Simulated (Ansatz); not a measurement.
**WSe$_{2}$: strain energy, fitted**

WSe$_{2}$, P6_3/mmc, a = 3.279 Å, c = 12.788 Å. Ansatz: PBE+D3(BJ), PAW, 420 eV, Γ-centred 12×12×2 mesh on 6 atoms, Gaussian smearing 0.02 eV; no spin polarisation. Series: uniaxial strain along a, with b, c and atoms relaxed; x is the strain in per cent. y is the free energy over the unstrained cell, V0 = 19.848 Å³/atom.

```tsv
x (%)	y (meV/atom)
-3.0	11.81
-1.5	?
0.0	0.00
1.5	2.58
3.0	9.83
```

Q: Fit y = c2 x² + c3 x³ to the other rows, turn c2 into a modulus, and predict the missing energy.

A: Least squares on the rows shown. y = 1.202 x² − 0.03667 x³. In eV per unit strain² c2 is 12.02; this is Young's modulus along the axis (E = ½ Y V0 ε²): 2 × 12.02 × 160.2 / (19.848) = 194 GPa. At x = -1.5 the fit asked for gives 2.83 meV/atom. The run gave 2.81 meV/atom, so the fit is 0.02 meV/atom too high, a small miss on the scale of the series.

Spin–orbit coupling is left out, which can shift energies with elements as heavy as these.